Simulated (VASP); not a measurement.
**AlN in VASP: one cell, several levels of theory**

What does VASP give for AlN (wurtzite), under +2.0 % strain along z alone, the cell held fixed? Runs: PBE, r2SCAN. The results are then set beside those of Ansatz 0.2.0 for the same cell.

Program: VASP 6.6.1. PAW datasets, plane waves. Calculated at 0 K for a non-magnetic cell.

## Step 1: The structure to begin with

The cell comes from an earlier relaxation with r2SCAN in another program, then strained, with the atoms relaxed again.

The symmetry is P6_3mc (No. 186, hexagonal); a = 3.107 Å, c = 5.078 Å in the conventional setting, 10.61 Å³ an atom. Al has 4 N at 1.90–1.92 Å; N has 4 Al at 1.90–1.92 Å.

The structure in full:

```
CELL_PARAMETERS angstrom
3.10669 0.00000 0.00000
-1.55335 2.69048 0.00000
0.00000 0.00000 5.07816
ATOMIC_POSITIONS crystal
Al 0.33333 0.66667 0.99837
Al 0.66667 0.33333 0.49837
N 0.33333 0.66667 0.37663
N 0.66667 0.33333 0.87663
```

## Step 2: PBE at this geometry

Contents of INCAR:

```
ENCUT = 520.000000
SIGMA = 0.020000
EDIFF = 1.00e-07
GGA = PE
PREC = Accurate
IBRION = -1
ISIF = 2
ISMEAR = -1
NBANDS = 16
NELM = 120
NSW = 0
LASPH = .TRUE.
LCHARG = .FALSE.
LWAVE = .FALSE.
LREAL = .FALSE.
```

Contents of KPOINTS:

```
KPOINTS created by Atomic Simulation Environment
0
Gamma
12 12 6
0 0 0
```

Contents of KPOINTS_OPT:

```
special points
6
Reciprocal
0.0000000000 0.0000000000 0.0000000000 1
0.5000000000 0.0000000000 0.0000000000 1
0.3333333333 0.3333333333 0.0000000000 1
0.0000000000 0.0000000000 0.5000000000 1
0.5000000000 0.0000000000 0.5000000000 1
0.3333333333 0.3333333333 0.5000000000 1
```

Contents of POSCAR:

```
Al N
 1.0000000000000000
     3.1066937601931870    0.0000000000000000    0.0000000000000000
    -1.5533468800965935    2.6904757181059007    0.0000000000000000
     0.0000000000000000    0.0000000000000000    5.0781633829999997
 Al  N
   2   2
Cartesian
  0.0000000000000001  1.7936504787372671 -0.0082609380124685
  1.5533468800965935  0.8968252393686336  2.5308207534875318
  0.0000000000000001  1.7936504787372671  1.9125722066374686
  1.5533468800965935  0.8968252393686336  4.4516538981374687
```

Potentials: the recommended PBE PAW datasets, 16 valence electrons in the neutral cell.

Run with:

```bash
> mpirun -np 1 vasp_std
```

## Step 3: r2SCAN

Contents of INCAR:

```
ENCUT = 520.000000
SIGMA = 0.010000
EDIFF = 1.00e-07
ALGO = Normal
METAGGA = R2SCAN
PREC = Accurate
IBRION = -1
ISIF = 2
ISMEAR = 0
NBANDS = 16
NELM = 120
NSW = 0
LASPH = .TRUE.
LCHARG = .FALSE.
LWAVE = .FALSE.
LREAL = .FALSE.
```

KPOINTS is that of step 2.

KPOINTS_OPT is that of step 2.

POSCAR is that of step 2.

What does the calculation give? Wanted: for each run, gap; pressure; Ansatz: gap; Ansatz: pressure.

As calculated:

| level | gap (eV) | pressure (GPa) | Ansatz: gap (eV) | Ansatz: pressure (GPa) |
| --- | --- | --- | --- | --- |
| PBE | 4.16 | 0.56 | 4.15 | 0.82 |
| r2SCAN | 4.83 | -4.20 | 4.79 | -3.80 |

**Reading.** The gap spans 4.16 eV (PBE) to 4.83 eV (r2SCAN). The pressure is highest with PBE (0.6 GPa) and lowest with r2SCAN (-4.2 GPa), which orders the cells that they would relax to. The two programs agree on the gap within 0.05 eV, far less than the spread between functionals. Datasets and cutoffs are each program's own.
